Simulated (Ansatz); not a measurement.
## How far is this Be₃Se₂ from the hull?

All numbers below come from DFT PBE, scalar-relativistic, plane waves, PAW (Ansatz 0.2.0). All cells share a 420 eV cutoff and Γ-centred k meshes spaced at most about 0.3 Å⁻¹ (about 0.25 or finer for metals, 2π included). No spin polarisation.

The zero of energy is the elements' standard structures at the same level; no fitted shifts are applied.

Temperature and zero-point effects are left out. No dispersion correction is applied, so the spacing and binding between layers, chains or molecules are poorly described (Be3Se2 P6/mmm). The reference form of Se is held partly by dispersion forces, which this level lacks.

The competitors are the elements and 1 reference phase of this chemical system (from databases or known types: BeSe), relaxed at the same level; other known phases may be missing.

The candidate was reached from: random cell.

Space group P6/mmm (No. 191). a = 7.193 Å, b = 7.193 Å, c = 3.562 Å, α = 90.00°, β = 90.00°, γ = 120.00°
```tsv
atom	site	symmetry	x	y	z
Be	3f	mmm	0.5000	0.0000	0.0000
Se	2c	-6m2	0.3333	0.6667	0.0000
```

**Question.** Where does it stand against these competitors?

**Answer.** Not stable. Its formation energy is 0.734 eV/atom. The lowest competing mixture at this composition is this:

```tsv
phase	space group	source	share of atoms	ΔE_f (eV/atom)
Be	-	element	0.2000	0.000
BeSe	F-43m (No. 216)	COD	0.8000	-0.797
```

The mixture lies at -0.638 eV/atom, and the candidate lies 1.37 eV/atom above it. The candidate matches no cell in the subsets of the Crystallography Open Database and the Materials Project at hand. The margin is far too high for a likely synthesis.
